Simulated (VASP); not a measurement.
# GePt (P6/mmm) in VASP: relaxation of cell and atoms with PBE

Aim: the relaxation of cell and atoms of GePt with PBE.

Everything below comes from runs of VASP 6.6.1. Logs are shortened: lines on timing, memory, paths and dates and some standing lists are left out, and cuts for length are marked.

## Step 1: The crystal as given

Symmetry: P6/mmm, No. 191, hexagonal system. Conventional cell: a = 4.164 Å, b = 4.164 Å, c = 4.502 Å, α = 90.00°, β = 90.00°, γ = 120.00°. Around Ge (site symmetry -6m2) lie 2 Pt at 2.25 Å and 3 Ge at 2.40 Å. Pt (site symmetry -6m2) has 2 Ge at 2.25 Å and 3 Pt at 2.40 Å as nearest neighbours.

The cell was built by a generator and needn't be a form met in nature.

## Step 2: Relaxation of cell and atoms, PBE

Contents of INCAR:

```
PREC     = Normal         # precision mode
ENCUT    = 520            # plane-wave cutoff, eV
EDIFF    = 1E-4           # SCF threshold, eV
ISMEAR   = 0              # smearing method
SIGMA    = 0.15           # smearing width, eV
LREAL    = False          # projectors in reciprocal space
LASPH    = True           # aspherical terms in the spheres
NELM     = 60             # most SCF steps
ALGO     = Fast           # electronic algorithm
ISIF     = 3              # what is computed and relaxed
LWAVE    = False          # write WAVECAR
LCHARG   = False          # write CHGCAR
GGA      = PE             # functional
IBRION   = 2              # ionic algorithm
NSW      = 24             # ionic steps
EDIFFG   = -0.08          # ionic threshold
```

Contents of KPOINTS:

```
regular mesh
0
Gamma
  6 6 5
```

Contents of POSCAR:

```
GePt
1.0
    4.1639832300      0.0000000000      0.0000000000
   -2.0819916100      3.6061152500      0.0000000000
    0.0000000000      0.0000000000      4.5015824600
Ge Pt
2 2
Direct
    0.3333333300      0.6666666700      0.5000000000
    0.6666666700      0.3333333300      0.5000000000
    0.3333333300      0.6666666700      0.0000000000
    0.6666666700      0.3333333300      0.0000000000
```

Potentials or basis: VASP PAW PBE potentials, release 64 (Ge_d, Pt).

On the command line:

```console
> cat potpaw_PBE.64/Ge_d/POTCAR potpaw_PBE.64/Pt/POTCAR > POTCAR
> mpirun -np 1 vasp_std > vasp.out
```

OUTCAR:

```text
PREC = Normal
   ENCUT = 520
   EDIFF = 1E-4
   ISMEAR = 0
   LREAL = False
   LASPH = True
   NELM = 60
   ISIF = 3
   GGA = PE
   IBRION = 2
   NSW = 24
   EDIFFG = -0.08

 ion  position               nearest neighbor table
   1  0.333  0.667  0.500-   3 2.25   3 2.25   2 2.40   2 2.40   2 2.40
   2  0.667  0.333  0.500-   4 2.25   4 2.25   1 2.40   1 2.40   1 2.40
   3  0.333  0.667  0.000-   1 2.25   1 2.25   4 2.40   4 2.40   4 2.40
   4  0.667  0.333  0.000-   2 2.25   2 2.25   3 2.40   3 2.40   3 2.40

  LATTYP: Found a hexagonal cell.
 ALAT       =     4.1639832300
 C/A-ratio  =     1.0810760302

  Lattice vectors:

 A1 = (   4.1639832300,   0.0000000000,   0.0000000000)
 A2 = (  -2.0819916100,   3.6061152500,   0.0000000000)
 A3 = (   0.0000000000,   0.0000000000,   4.5015824600)

Analysis of symmetry for initial positions (statically):
=====================================================================
 Subroutine PRICEL returns:
 Original cell was already a primitive cell.

 Routine SETGRP: Setting up the symmetry group for a
 hexagonal supercell.

 Subroutine GETGRP returns: Found 24 space group operations
 (whereof 24 operations were pure point group operations)
 out of a pool of 24 trial point group operations.

The static configuration has the point symmetry D_6h.

Analysis of symmetry for dynamics (positions and initial velocities):
=====================================================================
 Subroutine PRICEL returns:
 Original cell was already a primitive cell.

 Routine SETGRP: Setting up the symmetry group for a
 hexagonal supercell.

 Subroutine GETGRP returns: Found 24 space group operations
 (whereof 24 operations were pure point group operations)
 out of a pool of 24 trial point group operations.

The dynamic configuration has the point symmetry D_6h.

 Subroutine INISYM returns: Found 24 space group operations
 (whereof 24 operations are pure point group operations),
 and found     1 'primitive' translations

----------------------------------------------------------------------------------------

                                     Primitive cell

  volume of cell :      67.5949

  direct lattice vectors                    reciprocal lattice vectors
     4.163983230  0.000000000  0.000000000     0.240154666  0.138653361  0.000000000
    -2.081991610  3.606115250  0.000000000     0.000000000  0.277306722  0.000000000
     0.000000000  0.000000000  4.501582460     0.000000000  0.000000000  0.222144104

  length of vectors
     4.163983230  4.163983220  4.501582460     0.277306722  0.277306722  0.222144104

  position of ions in fractional coordinates (direct lattice)
     0.333333330  0.666666670  0.500000000
     0.666666670  0.333333330  0.500000000
     0.333333330  0.666666670  0.000000000
     0.666666670  0.333333330  0.000000000

  ion indices of the primitive-cell ions
   primitive index   ion index
                 1           1
                 2           2
                 3           3
                 4           4

----------------------------------------------------------------------------------------

 KPOINTS: regular mesh

Automatic generation of k-mesh.
 Grid dimensions read from file:
 generate k-points for:    6    6    5

 Generating k-lattice:

  Cartesian coordinates                     Fractional coordinates (reciprocal lattice)
     0.040025778  0.023108893  0.000000000     0.166666667  0.000000000  0.000000000
     0.000000000  0.046217787  0.000000000     0.000000000  0.166666667  0.000000000
     0.000000000  0.000000000  0.044428821     0.000000000  0.000000000  0.200000000

  Length of vectors
     0.046217787  0.046217787  0.044428821

  Shift w.r.t. Gamma in fractional coordinates (k-lattice)
     0.000000000  0.000000000  0.000000000

 Subroutine IBZKPT returns following result:
 ===========================================

 Found     21 irreducible k-points:

 Following reciprocal coordinates:
            Coordinates               Weight
  0.000000  0.000000  0.000000      1.000000
  0.166667  0.000000  0.000000      6.000000
  0.333333  0.000000  0.000000      6.000000
  0.500000  0.000000  0.000000      3.000000
  0.166667  0.166667  0.000000      6.000000
  0.333333  0.166667  0.000000     12.000000
[... 13 lines left out ...]
  0.333333  0.166667  0.400000     24.000000
  0.333333  0.333333  0.400000      4.000000
   k-points           NKPTS =     21   k-points in BZ     NKDIM =     21   number of bands    NBANDS=     28
   number of dos      NEDOS =    301   number of ions     NIONS =      4
   total plane-waves  NPLWV =  16128
   dimension x,y,z NGX =    24 NGY =   24 NGZ =   28
   dimension x,y,z NGXF=    48 NGYF=   48 NGZF=   56
   ions per type =               2   2
   NGX,Y,Z   is equivalent  to a cutoff of   9.58,  9.58, 10.34 a.u.
   NGXF,Y,Z  is equivalent  to a cutoff of  19.16, 19.16, 20.68 a.u.
 SYSTEM =  unknown system
   PREC   = normal    normal or accurate (medium, high low for compatibility)
   ISTART =      0    job   : 0-new  1-cont  2-samecut
   ICHARG =      2    charge: 1-file 2-atom 10-const
   ISPIN  =      1    spin polarized calculation?
   LNONCOLLINEAR =      F non collinear calculations
   LSORBIT =      F    spin-orbit coupling
   LASPH  =      T    aspherical Exc in radial PAW
   ENCUT  =  520.0 eV  38.22 Ry    6.18 a.u.   7.74  7.74  8.37*2*pi/ulx,y,z
   NELM   =     60;   NELMIN=  2; NELMDL= -5     # of ELM steps
   EDIFF  = 0.1E-03   stopping-criterion for ELM
   LREAL  =      F    real-space projection
   EDIFFG = -.8E-01   stopping-criterion for IOM
   NSW    =     24    number of steps for IOM
   IBRION =      2    ionic relax: 0-MD 1-quasi-New 2-CG
   NFREE  =      1    steps in history (QN), initial steepest desc. (CG)
   ISIF   =      3    stress and relaxation
   ISYM   =      2    0-nonsym 1-usesym 2-fastsym
   POTIM  = 0.5000    time-step for ionic-motion
   TEBEG  =    0.0;   TEEND  =   0.0 temperature during run
   PSTRESS=    0.0 pullay stress
   NELECT =      48.0000    total number of electrons
   NUPDOWN=      -1.0000    fix difference up-down
   EMIN   =  10.00;   EMAX   =-10.00  energy-range for DOS
   EFERMI =   0.00;   METHOD = LEGACY
   ISMEAR =     0;   SIGMA  =   0.15  broadening in eV -4-tet -1-fermi 0-gaus
   EFERMI_NEDOS =   21; number of points for ismear=-14 and -15
   IALGO  =     68    algorithm
   IMIX   =      4    mixing-type and parameters
     AMIX     =   0.40;   BMIX     =  1.00
     AMIX_MAG =   1.60;   BMIX_MAG =  1.00
  volume/ion in A,a.u.               =      16.90       114.04
  Fermi-wavevector in a.u.,A,eV,Ry     =   1.460553  2.760045 29.024152  2.133215
  Thomas-Fermi vector in A             =   2.576989
   LORBIT       =      0    0 simple, 1 ext, 2 COOP (PROOUT), +10 PAW based schemes
   GGA     = PE    functional components
   LHFCALC =     F    Hartree Fock is set to
   AEXX    =    0.0000 exact exchange contribution
   IVDW    =     0    specifies the selected vdW correction
   LEPSILON=     F    determine dielectric tensor
   LRPA    =     F    only Hartree local field effects (RPA)
 conjugate gradient relaxation of ions
 non-spin polarized calculation
 RMM-DIIS sequential band-by-band and
 Gauss-broadening in eV      SIGMA  =   0.15
  energy-cutoff  :      520.00
  volume of cell :       67.59
 maximum number of plane-waves:      1859
   NGX = 15   NGY = 15   NGZ = 17

--------------------------------------- Ionic step        1  -------------------------------------------

 number of electron      48.0000148 magnetization

 Free energy of the ion-electron system (eV)
  ---------------------------------------------------
  ext. energy  EPLUGINS =         0.00000000
  ---------------------------------------------------
  free energy    TOTEN  =       -17.96952416 eV

  energy without entropy =      -17.95819982  energy(sigma->0) =      -17.96386199

------------------------ aborting loop because EDIFF is reached ----------------------------------------

  FORCE on cell =-STRESS in cart. coord.  units (eV):
  Direction    XX          YY          ZZ          XY          YZ          ZX
  --------------------------------------------------------------------------------------
  -------------------------------------------------------------------------------------
  Total       17.3950210     17.3950209     32.0856243      0.0000000     -0.0000000     -0.0000000
  in kB      412.3079941    412.3079923    760.5141389      0.0000006     -0.0000000     -0.0000000
  external PRESSURE =     528.3767084 kB  Pullay stress =       0.0000000 kB
[... 23 lines left out ...]
  energy  without entropy=      -17.9581998204  energy(sigma->0) =      -17.96386199

--------------------------------------- Ionic step        2  -------------------------------------------

 number of electron      47.9999723 magnetization

 E-fermi :   1.4783     XC(G=0):  -8.3905

 val. band max:        1.4129622757   @ k =   0.1667   0.0000   0.4000
 cond. band min:       1.4992863468   @ k =   0.3333   0.3333   0.4000
 fundamental gap:      0.0863240711
 Fermi energy:         1.4782641686

 k-point     1 :       0.0000    0.0000    0.0000
  band No.  band energies     occupation
      1     -23.2850      2.00000
      2     -23.2644      2.00000
      3     -23.2643      2.00000
      4     -23.2575      2.00000
      5     -23.2575      2.00000
      6     -23.2405      2.00000
[... 709 lines left out ...]
  FREE ENERGIE OF THE ION-ELECTRON SYSTEM (eV)
  ---------------------------------------------------
  free  energy   TOTEN  =       -20.3494080413 eV

  energy  without entropy=      -20.3362736941  energy(sigma->0) =      -20.34284087

[... ionic steps 4 to 11 ...]

--------------------------------------- Ionic step       12  -------------------------------------------

 number of electron      48.0000190 magnetization

------------------------ aborting loop because EDIFF is reached ----------------------------------------

  FORCE on cell =-STRESS in cart. coord.  units (eV):
  Direction    XX          YY          ZZ          XY          YZ          ZX
  --------------------------------------------------------------------------------------
  -------------------------------------------------------------------------------------
  Total       -0.4052214     -0.4052214     -0.9058029     -0.0000000     -0.0000000      0.0000000
  in kB       -7.3734399     -7.3734399    -16.4820609     -0.0000000     -0.0000000      0.0000000
  external PRESSURE =     -10.4096469 kB  Pullay stress =       0.0000000 kB
[... 61 lines left out ...]
  energy  without entropy=      -20.5778594090  energy(sigma->0) =      -20.58542501

--------------------------------------- Ionic step       14  -------------------------------------------

 number of electron      48.0000193 magnetization

 Free energy of the ion-electron system (eV)
  ---------------------------------------------------
  ext. energy  EPLUGINS =         0.00000000
  ---------------------------------------------------
  free energy    TOTEN  =       -20.59777374 eV

  energy without entropy =      -20.58256772  energy(sigma->0) =      -20.59017073

 E-fermi :   5.2860     XC(G=0): -10.4901

 val. band max:        5.1825086992   @ k =   0.5000   0.0000   0.0000
 cond. band min:       5.3036139575   @ k =   0.3333   0.0000   0.0000
 fundamental gap:      0.1211052583
 Fermi energy:         5.2859542389

 k-point     1 :       0.0000    0.0000    0.0000
  band No.  band energies     occupation
      1     -19.1999      2.00000
      2     -19.1999      2.00000
      3     -19.1974      2.00000
      4     -19.1353      2.00000
      5     -19.1353      2.00000
      6     -19.1141      2.00000
[... 671 lines left out ...]
  FREE ENERGIE OF THE ION-ELECTRON SYSTEM (eV)
  ---------------------------------------------------
  free  energy   TOTEN  =       -20.5977737413 eV

  energy  without entropy=      -20.5825677226  energy(sigma->0) =      -20.59017073

 reached required accuracy - stopping structural energy minimisation
```

Run time: 94 s. Hardware: 1 thread of Intel Xeon 6975P-C (Granite Rapids), shared host; peak memory 0.17 GiB.

Results:

- Free energy: -20.5978 eV
- Relaxed volume: 21.88 Å³/atom
- Relaxed cell: a = 4.506 Å, b = 4.506 Å, c = 4.978 Å, α = 90.00°, β = 90.00°, γ = 120.00°
- Space group after relaxing (to 0.05 Å): P6/mmm (No. 191)
- Energy gained by relaxing: 657.1 meV/atom
- Ionic steps: 14
- Pressure after relaxing: -0.1 GPa
- Band gap on the k mesh: none (metal or under the smearing width)

The path:
| step | energy change (eV) | largest force (eV/Å) | pressure (GPa) | volume (Å³) |
| --- | --- | --- | --- | --- |
| 1 | 0.0000 | 0.0000 | 52.84 | 67.59 |
| 2 | 1.4699 | 0.0000 | -14.16 | 137.22 |
| 3 | -2.3799 | 0.0000 | -2.69 | 89.64 |
| 4 | -2.5494 | 0.0000 | -0.95 | 87.82 |
| 5 | -2.5597 | 0.0000 | 1.46 | 85.95 |
| 6 | -2.6043 | 0.0000 | 0.87 | 86.40 |
| 7 | -2.6036 | 0.0000 | 0.29 | 86.81 |
| 8 | -2.6263 | 0.0000 | -0.57 | 87.94 |
| 9 | -2.6263 | 0.0000 | -0.63 | 88.14 |
| 10 | -2.6264 | 0.0000 | -0.74 | 88.09 |
| 11 | -2.6264 | 0.0000 | -0.60 | 88.01 |
| 12 | -2.6264 | 0.0000 | -1.04 | 88.05 |
| 13 | -2.6235 | 0.0000 | 1.06 | 86.59 |
| 14 | -2.6282 | 0.0000 | -0.10 | 87.52 |

Final structure:
```yaml
crystal:
  lattice:
    - [4.50580, 0.00000, 0.00000]
    - [-2.25290, 3.90214, 0.00000]
    - [0.00000, 0.00000, 4.97800]
  atoms:
    - { symbol: Ge, position: [0.33333, 0.66667, 0.50000] }
    - { symbol: Ge, position: [0.66667, 0.33333, 0.50000] }
    - { symbol: Pt, position: [0.33333, 0.66667, 0.00000] }
    - { symbol: Pt, position: [0.66667, 0.33333, 0.00000] }
```

Levels at points of the mesh, in eV from the Fermi level:
```tsv
k point	band 21	band 22	band 23	band 24	band 25	band 26	band 27	band 28
(0.00, 0.00, 0.00)	-1.39	-1.39	-1.18	-1.18	-0.52	1.41	3.00	3.15
(0.50, 0.00, 0.00)	-1.00	-0.42	-0.41	-0.10	1.09	1.11	1.42	1.63
```

Caveat: the volume moved by over 15 % at a fixed basis, so the end points are rough; the relaxation stopped at a loose force limit of 0.08 eV/Å, so its end isn't a converged minimum. The run has no spin-orbit coupling, so splittings on Pt are missing.
